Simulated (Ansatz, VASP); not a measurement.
One calculation of TiH2, two programs

```
Ti H
1.0
    -1.59650    1.59650    2.13350
     1.59650   -1.59650    2.13350
     1.59650    1.59650   -2.13350
Ti H
1 2
Cartesian
  0.0000 0.0000 -0.2500
  0.0000 1.5965 1.0668
  1.5965 0.0000 1.0668
```

Change from the starting cell: all Ti atoms moved -0.250 Å, as atom 1 along Cartesian [0 0 1].

Alike in both runs: task single point; functional PBEsol; k mesh 20 × 20 × 20; occupations gaussian, width 0.15 eV; no spin polarisation.

```csv
,VASP,Ansatz
version,VASP 6.6.1,Ansatz 0.2.0
potentials or method,"VASP PAW PBE potentials, release 64 (Ti_sv, H)","scalar-relativistic, plane waves, PAW"
plane-wave cutoff (eV),520,420
valence electrons in the cell,14,14
```

```csv
,VASP,Ansatz,Ansatz less VASP
gap on the k mesh at the Fermi level (eV),none,none,-
pressure (GPa),-1.8,-1.8,+0.03
largest component of the traceless stress (GPa),1.87,1.84,-0.028
rms of the force components (eV/Å),0.895,0.893,-0.0014
```

Atom by atom the forces differ by 0.001 eV/Å (rms over components). A gap of «none» marks a metal or a gap that the smearing closes.

Caveats: the PAW data sets were made with another functional, which shifts forces and pressure a little (VASP).
